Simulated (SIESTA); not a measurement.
The system is Ag.

```
Ag
1.0
     4.08550    0.00000    0.00000
     0.00000    4.08550    0.00000
     0.00000    0.00000    4.08550
Ag
4
Direct
  0.00000 0.00000 0.00000
  0.00000 0.50000 0.50000
  0.50000 0.00000 0.50000
  0.50000 0.50000 0.00000
```

| Item | Value |
| --- | --- |
| Program | SIESTA 5.4.2 |
| Task | relaxation of cell and atoms |
| Functional | PBE |
| Potentials or basis | PseudoDojo 0.4 standard (PBE files) |
| Basis | DZP (energy shift 0.003 Ry; two zetas on semicore shells) |
| Grid cutoff | 800 Ry |
| Energy shift | 0.003 Ry |
| k mesh | 5 × 5 × 5 |
| Occupations | fermi-dirac, width 0.05 eV |
| Spin | no spin polarisation |

At the start: pressure 6.1 GPa; volume 17.05 Å³/atom.

Question: Where does the relaxation end?

Answer: Over 4 steps the energy falls by 17.1 meV/atom and the volume is 18.01 Å³/atom (+5.6 %); space group Fm-3m (No. 225, to 0.05 Å).

The path:
```csv
step,energy change (eV),largest force (eV/Å),pressure (GPa),volume (Å³)
1,0.0000,0.0000,6.06,68.19
2,-0.0166,0.0000,5.20,68.67
3,-0.0679,0.0000,0.44,71.72
4,-0.0684,0.0000,0.02,72.02
```

Final structure:
```
Ag
1.0
     4.16063    0.00000    0.00000
     0.00000    4.16063    0.00000
     0.00000    0.00000    4.16063
Ag
4
Direct
  0.00000 0.00000 0.00000
  0.00000 0.50000 0.50000
  0.50000 0.00000 0.50000
  0.50000 0.50000 0.00000
```

Caveat: short orbitals over semicore shells can move pressures by several GPa; the basis of atomic orbitals isn't converged, which shifts pressures, moduli and gaps.
